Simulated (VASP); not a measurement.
# Nb (Fm-3m) in VASP: notebook, part 2 of 2

VASP 6.6.1. The steps go on from the part before.

### 3 Band structure, LDA

File run.py:

```python
from ase.calculators.vasp import Vasp
from ase.dft.bandgap import bandgap
from ase.io import read

atoms = read('Nb.cif')
calc = Vasp(
    directory='calc',
    xc='lda',
    pp='LDA',
    setups='minimal',
    prec='Accurate',
    encut=500,
    ediff=1e-06,
    ismear=-1,
    sigma=0.1,
    lreal=False,
    lasph=True,
    nelm=100,
    algo='Normal',
    isif=2,
    lwave=False,
    lcharg=True,
    lmaxmix=4,
    kpts=[11, 11, 11],
    gamma=True,
)
atoms.calc = calc

print('energy (eV):', atoms.get_potential_energy())
print('free energy (eV):', atoms.get_potential_energy(force_consistent=True))
efermi = calc.get_fermi_level()
print('Fermi level (eV):', efermi)
path = atoms.cell.bandpath(npoints=40, eps=1e-4)
print('path:', path.path)
calc.set(kpts=path.kpts, reciprocal=True, icharg=11, isym=0, lcharg=False)
calc.calculate(atoms)
print('gap on the path (eV):', bandgap(calc, efermi=efermi)[0])
print('direct gap on the path (eV):', bandgap(calc, efermi=efermi, direct=True)[0])
```

File Nb.cif:

```cif
data_Nb
_cell_length_a 2.99106168
_cell_length_b 2.99106168
_cell_length_c 2.99106168
_cell_angle_alpha 60.00000000
_cell_angle_beta 60.00000000
_cell_angle_gamma 60.00000000
_space_group_name_H-M_alt 'P1'
_space_group_name_Hall 'P 1'
_space_group_IT_number 1
loop_
_space_group_symop_operation_xyz
'x,y,z'
loop_
_atom_site_label
_atom_site_type_symbol
_atom_site_symmetry_multiplicity
_atom_site_Wyckoff_symbol
_atom_site_fract_x
_atom_site_fract_y
_atom_site_fract_z
_atom_site_occupancy
Nb1 Nb 1 a 0.0000000000 0.0000000000 0.0000000000 1
```

Potentials or basis: VASP PAW LDA potentials, release 64 (Nb_pv).

The run is started by

```sh
$ python run.py
```

Wall time 11 s (1 thread of Intel Xeon Platinum 8559C (Emerald Rapids), shared host); peak memory 0.13 GiB.

The run converged. Its results:

- Band gap along the path: none (metal or under the smearing width)

Levels at the corners of the path, in eV from the Fermi level:
```csv
point,band 3,band 4,band 5,band 6,band 7,band 8
Γ,-30.08,-6.21,0.06,0.06,0.06,2.60
X,-30.50,-4.05,-3.32,3.60,4.53,5.14
W,-30.52,-2.64,-1.12,-1.12,1.86,5.15
K,-30.41,-3.09,-2.22,0.56,2.71,4.30
Γ,-30.08,-6.21,0.06,0.06,0.06,2.60
L,-30.23,-3.84,-0.14,-0.14,1.40,4.57
U,-30.41,-3.09,-2.22,0.56,2.71,4.30
W,-30.52,-2.64,-1.12,-1.12,1.86,5.15
L,-30.23,-3.84,-0.14,-0.14,1.40,4.57
K,-30.41,-3.09,-2.22,0.56,2.71,4.30
U,-30.41,-3.09,-2.22,0.56,2.71,4.30
X,-30.50,-4.05,-3.32,3.60,4.53,5.14
```

Caveat: the log is that of the step along the path at fixed density, whose energy, stress, charges and moments have no meaning.

### 4 Phonons, BLYP+D3

File POSCAR:

```
Nb
1.0
    0.0000000000      2.1150000000      2.1150000000
    2.1150000000      0.0000000000      2.1150000000
    2.1150000000      2.1150000000      0.0000000000
Nb
1
Cartesian
    0.0000000000      0.0000000000      0.0000000000
```

File INCAR.step1:

```
PREC     = Accurate       # precision mode
ENCUT    = 600            # plane-wave cutoff, eV
EDIFF    = 1E-8           # SCF threshold, eV
ISMEAR   = 0              # smearing method
SIGMA    = 0.05           # smearing width, eV
LREAL    = False          # projectors in reciprocal space
LASPH    = True           # aspherical terms in the spheres
NELM     = 100            # most SCF steps
ALGO     = Normal         # electronic algorithm
ISIF     = 3              # what is computed and relaxed
LWAVE    = False          # write WAVECAR
LCHARG   = False          # write CHGCAR
GGA      = B5             # functional
ALDAX    = 1.0          
AGGAX    = 1.0          
AGGAC    = 1.0          
ALDAC    = 0.0          
IVDW     = 11             # dispersion correction
VDW_S6   = 1.0          
VDW_S8   = 1.682        
VDW_SR   = 1.094        
VDW_SR8  = 1.0          
NBANDS   = 8              # bands
IBRION   = 2              # ionic algorithm
NSW      = 40             # ionic steps
EDIFFG   = -0.002         # ionic threshold
```

File INCAR.step2:

```
PREC     = Accurate       # precision mode
ENCUT    = 600            # plane-wave cutoff, eV
EDIFF    = 1E-8           # SCF threshold, eV
ISMEAR   = 0              # smearing method
SIGMA    = 0.05           # smearing width, eV
LREAL    = False          # projectors in reciprocal space
LASPH    = True           # aspherical terms in the spheres
NELM     = 100            # most SCF steps
ALGO     = Normal         # electronic algorithm
ISIF     = 2              # what is computed and relaxed
LWAVE    = False          # write WAVECAR
LCHARG   = False          # write CHGCAR
GGA      = B5             # functional
ALDAX    = 1.0          
AGGAX    = 1.0          
AGGAC    = 1.0          
ALDAC    = 0.0          
IVDW     = 11             # dispersion correction
VDW_S6   = 1.0          
VDW_S8   = 1.682        
VDW_SR   = 1.094        
VDW_SR8  = 1.0          
NBANDS   = 8              # bands
IBRION   = 6              # ionic algorithm
NFREE    = 2            
POTIM    = 0.015          # step
NSW      = 1              # ionic steps
```

File KPOINTS:

```
Automatic mesh
0
Gamma
  8 8 8
```

Potentials or basis: VASP PAW PBE potentials, release 64 (Nb_sv).

The run is started by

```sh
$ cat potpaw_PBE.64/Nb_sv/POTCAR > POTCAR
$ cp INCAR.step1 INCAR
$ mpirun -np 1 vasp_std > vasp.out
$ cp CONTCAR POSCAR
$ cp INCAR.step2 INCAR
$ mpirun -np 1 vasp_std > vasp.out
```

OUTCAR:

```text
PREC = Accurate
   ENCUT = 600
   EDIFF = 1E-8
   ISMEAR = 0
   LREAL = False
   LASPH = True
   NELM = 100
   ISIF = 2
   GGA = B5
   IVDW = 11
   IBRION = 6
   NFREE = 2
   POTIM = 0.015
   NSW = 1
 IVDW          = 11

 ion  position               nearest neighbor table
   1  0.000  0.000  0.000-

  LATTYP: Found a face centered cubic cell.
 ALAT       =     4.1592833295

  Lattice vectors:
[... 572 lines left out ...]
  free  energy   TOTEN  =        -9.5795282371 eV

  energy  without entropy=       -9.5767787120  energy(sigma->0) =       -9.57815347

 INTERNAL STRAIN TENSORS FROM DISPLACED ATOMS
 ============================================

 INTERNAL STRAIN TENSOR FOR ION    1 for displacements in x,y,z  (eV/Angst):
          X           Y           Z          XY          YZ          ZX
  --------------------------------------------------------------------------------
  x     0.00000     0.00000     0.00000     0.00000     0.00000     0.00000
  y     0.00000     0.00000     0.00000     0.00000     0.00000     0.00000
  z     0.00000     0.00000     0.00000     0.00000     0.00000     0.00000

 Eigenvectors and eigenvalues of the dynamical matrix
 ----------------------------------------------------

   1 f  =    0.000000 THz     0.000000 2PiTHz    0.000000 cm-1     0.000000 meV
             X         Y         Z           dx          dy          dz
      0.000000  0.000000  0.000000     0.000000    1.000000    0.000000

   2 f  =    0.000000 THz     0.000000 2PiTHz    0.000000 cm-1     0.000000 meV
             X         Y         Z           dx          dy          dz
      0.000000  0.000000  0.000000     1.000000    0.000000    0.000000

   3 f  =    0.000000 THz     0.000000 2PiTHz    0.000000 cm-1     0.000000 meV
             X         Y         Z           dx          dy          dz
      0.000000  0.000000  0.000000     0.000000    0.000000    1.000000

 ELASTIC MODULI CONTR FROM IONIC RELAXATION (kBar)
 Direction    XX          YY          ZZ          XY          YZ          ZX
 --------------------------------------------------------------------------------
 XX           0.0000      0.0000      0.0000      0.0000      0.0000      0.0000
 YY           0.0000      0.0000      0.0000      0.0000      0.0000      0.0000
 ZZ           0.0000      0.0000      0.0000      0.0000      0.0000      0.0000
 XY           0.0000      0.0000      0.0000      0.0000      0.0000      0.0000
 YZ           0.0000      0.0000      0.0000      0.0000      0.0000      0.0000
 ZX           0.0000      0.0000      0.0000      0.0000      0.0000      0.0000
 --------------------------------------------------------------------------------
```

Wall time 66 s (1 thread of Intel Xeon Platinum 8559C (Emerald Rapids), shared host); peak memory 0.15 GiB.

These settings aren't checked as converged: the numbers below hold their error.

Results:

| Property | Result |
| --- | --- |
| Relaxed volume | 17.99 Å³/atom |
| Relaxed cell | a = 2.941 Å, b = 2.941 Å, c = 2.941 Å, α = 60.00°, β = 60.00°, γ = 60.00° |
| Space group after relaxing (to 0.05 Å) | Fm-3m (No. 225) |
| Dispersion energy per atom | -1.096 eV |

Caveat: the PAW data sets were made with another functional, which shifts forces and pressure a little.
